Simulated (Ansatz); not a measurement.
A generator proposed this cell of Ge.

```yaml
crystal:
  lattice:
    - [2.33994, 0.00000, 0.00000]
    - [0.00000, 3.02485, 0.00000]
    - [0.00000, 0.00000, 3.20898]
  atoms:
    - { symbol: Ge, position: [0.00000, 0.00000, 0.00000] }
```

The calculation used Ansatz 0.2.0, DFT PBE, scalar-relativistic, plane waves, PAW. Settings: cutoff 420 eV, Γ-centred mesh 8×6×6 on the computed 1-atom cell, Gaussian smearing of 0.10 eV; no spin polarisation.

Energies count from the standard state of Ge at the same level.

Question: Estimate its pressure, forces and energy as it stands.

Answer: The pressure is 3.3 GPa (the mean over three directions, positive in compression), the largest force is 0.00 eV/Å (symmetry fixes the atoms), and the energy is +0.72 eV/atom against the standard state. The shortest distance is 2.34 Å.

Question: How much does it gain on relaxing, and where does it end?

Answer: Relaxing gains about 0.47 eV/atom (the start's value is from the coarse mesh, so the gain is rough) in 12 ionic steps and ends at +0.24 eV/atom on the finer mesh. The symmetry goes from Pmmm (No. 47) to Pm-3m (No. 221). The end has the simple cubic type. The volume per atom shrinks by 12.3 %, from 22.7 to 19.9 Å³. The shortest distance goes from 2.34 Å (Ge–Ge) to 2.71 Å (Ge–Ge). Conventional cell: a = 2.711 Å. Around Ge lie 6 Ge at 2.71 Å.

The last run used a 20×20×20 mesh for its 1-atom cell and Gaussian smearing of 0.10 eV. The relaxation can't lower the symmetry of the start. A structure relaxed within its symmetry needn't be a true minimum.
